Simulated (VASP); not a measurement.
## MgSn2N2: single point with HSE06

MgSn2N2:

```
CELL_PARAMETERS angstrom
3.25419 0.00000 0.00000
-1.62709 2.81821 0.00000
0.00000 0.00000 9.05935
ATOMIC_POSITIONS crystal
Mg 0.00000 0.00000 0.00000
Sn 0.66667 0.33333 0.28950
Sn 0.33333 0.66667 0.71050
N 0.66667 0.33333 0.85460
N 0.33333 0.66667 0.14540
```

The cell was built by a generator and needn't be a form met in nature.

```
Program                            : VASP 6.6.1
Task                               : single point
Functional                         : HSE06
Potentials or basis                : VASP PAW PBE potentials, release 64 (Mg, Sn_d, N)
Cutoff                             : 520 eV
k mesh                             : 8 × 8 × 2
Occupations                        : gaussian, width 0.02 eV
Spin                               : no spin polarisation
Grid for exact exchange (PRECFOCK) : Fast
Screening parameter                : 0.2 1/A
Further INCAR settings             : ALGO = Normal; EDIFF = 1e-05
```

```yaml
Pressure: -3.9 GPa
Largest_force: 0.588 eV/Å
Band_gap_on_the_k_mesh: 1.48 eV, indirect (least direct gap 2.21 eV)
```

Forces in eV/Å, atoms in the order of the input:
```
Mg   0.000  0.000  0.000
Sn   0.000  0.000 -0.588
Sn   0.000  0.000  0.588
N    0.000  0.000 -0.456
N    0.000  0.000  0.456
```

Stress tensor (GPa, compression positive):
```
-3.98  0.00  0.00
 0.00 -3.98  0.00
 0.00  0.00 -3.76
```

Levels at points of the mesh, in eV from the valence-band top:
```tsv
k point	band 17	band 18	band 19	band 20	band 21	band 22	band 23	band 24
(0.00, 0.00, 0.00)	-1.40	-1.08	-1.08	-0.08	2.26	4.13	8.97	9.46
(0.50, 0.00, 0.00)	-2.65	-2.25	-1.49	-0.96	1.48	2.21	5.66	6.15
(0.00, 0.00, 0.50)	-1.39	-1.39	-1.08	-1.08	3.17	3.93	8.46	9.35
(0.50, 0.00, 0.50)	-2.64	-2.26	-1.83	-0.94	1.54	2.63	4.92	7.08
```

Run time: 22 min on 4 MPI ranks on Intel(R) Xeon(R) Platinum 8488C (Sapphire Rapids), on a shared host, peak memory 0.34 GiB a rank.

Caveat: the PAW data sets were made with another functional, which shifts forces and pressure a little; spin-orbit coupling is left out, which moves the levels of the heavy elements. A k mesh can miss the band edges.
